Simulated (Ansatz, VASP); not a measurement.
Re: VASP beside Ansatz

POSCAR

```
Re
1.0
    2.2225473168      1.2831882916      0.8715666106
   -2.2225473168      1.2831882916      0.8715666106
    0.0000000000     -2.5663765833      0.8715666106
Re
1
Direct
    0.5000000000      0.5000000000      0.5000000000
```

INCAR.step1

```
SYSTEM = Re
ALGO     = Normal         ! electronic algorithm
EDIFF    = 1E-4           ! SCF threshold, eV
ENCUT    = 600            ! plane-wave cutoff, eV
GGA      = PE             ! functional
ISMEAR   = 0              ! smearing method
LASPH    = .TRUE.         ! aspherical terms in the spheres
LCHARG   = .FALSE.        ! write CHGCAR
LREAL    = .FALSE.        ! projectors in reciprocal space
LWAVE    = .TRUE.         ! write WAVECAR
NELM     = 100            ! most SCF steps
PREC     = Accurate       ! precision mode
SIGMA    = 0.1            ! smearing width, eV
```

File INCAR.step2:

```
SYSTEM = Re
ALGO     = Normal         ! electronic algorithm
EDIFF    = 1E-6           ! SCF threshold, eV
EDIFFG   = -0.04          ! ionic threshold
ENCUT    = 600            ! plane-wave cutoff, eV
IBRION   = 2              ! ionic algorithm
ISIF     = 3              ! what is computed and relaxed
ISMEAR   = 0              ! smearing method
ISTART   = 1            
LASPH    = .TRUE.         ! aspherical terms in the spheres
LCHARG   = .FALSE.        ! write CHGCAR
LMIXTAU  = .TRUE.       
LREAL    = .FALSE.        ! projectors in reciprocal space
LWAVE    = .FALSE.        ! write WAVECAR
METAGGA  = R2SCAN         ! meta-GGA
NELM     = 100            ! most SCF steps
NSW      = 90             ! ionic steps
PREC     = Accurate       ! precision mode
SIGMA    = 0.1            ! smearing width, eV
```

The input KPOINTS:

```
k-points
0
G
  9 9 9
  0 0 0
```

Input for Ansatz:

```yaml
crystal:
  lattice:
    - [2.2225473168, 1.2831882916, 0.8715666106]
    - [-2.2225473168, 1.2831882916, 0.8715666106]
    - [0.0, -2.5663765833, 0.8715666106]
  atoms:
    - { symbol: Re, position: [0.5, 0.5, 0.5] }
basis:
  ecutwfc: 500
kpoints:
  mp_grid: { grid: [9, 9, 9] }
hamiltonian:
  xc: r2scan
scf:
  occupations: { method: gaussian, width: 0.1 }
  lower_state_search: "off"
output:
  forces: true
  stress: true
  eigenvalues: true
relax:
  adjacent_minimum: "off"
  f_tol: 0.04
  max_steps: 70
  cell: { stress_tol: 0.4 }
```

Alike in both runs: task relaxation of cell and atoms; functional r2SCAN; k mesh 9 × 9 × 9; occupations gaussian, width 0.1 eV; no spin polarisation.

|  | VASP | Ansatz |
| --- | --- | --- |
| version | VASP 6.6.1 | Ansatz 0.2.0 |
| potentials or method | VASP PAW PBE potentials, release 64 (Re) | scalar-relativistic, plane waves, PAW |
| plane-wave cutoff (eV) | 600 | 500 |
| valence electrons in the cell | 7 | 15 |

```tsv
	VASP	Ansatz	Ansatz less VASP
gap on the k mesh at the Fermi level, each at its own relaxed structure (eV)	none	none	-
relaxed volume (Å³/atom)	14.86	14.85	-0.011
relaxed cell length with the largest relative difference (Å)	2.688	2.676	-0.0117
energy change over the relaxation (meV/atom)	-12	-13	-0.8
```

A gap of «none» marks a metal or a gap that the smearing closes. The two sets of potentials don't hold the same shells in valence.

Caveats: the PAW data sets were made with another functional, which shifts forces and pressure a little (VASP). The runs have no spin-orbit coupling, so splittings on Re are missing.
